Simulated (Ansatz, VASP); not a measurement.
**CdF2: VASP beside Ansatz**

```
CELL_PARAMETERS angstrom
0.00000 2.69400 2.69400
2.69400 0.00000 2.69400
2.69400 2.69400 0.00000
ATOMIC_POSITIONS crystal
Cd 0.00000 0.00000 0.00000
F 0.25000 0.25000 0.25000
F 0.75000 0.75000 0.75000
```

Alike in both runs: task single point; functional LDA; k mesh 6 × 6 × 6; occupations gaussian, width 0.1 eV; no spin polarisation.

|  | VASP | Ansatz |
| --- | --- | --- |
| version | VASP 6.6.1 | Ansatz 0.2.0 |
| potentials or method | VASP PAW LDA potentials, release 64 (Cd, F) | scalar-relativistic, plane waves, PAW |
| plane-wave cutoff (eV) | 520 | 420 |
| valence electrons in the cell | 26 | 34 |

```csv
,VASP,Ansatz,Ansatz less VASP
gap on the k mesh at the Fermi level (eV),2.82,2.83,+0.015
least direct gap on the mesh (eV),3.28,3.29,+0.008
pressure (GPa),-4.7,-5.7,-0.97
```

The two sets of potentials don't hold the same shells in valence.

A k mesh can miss the band edges.
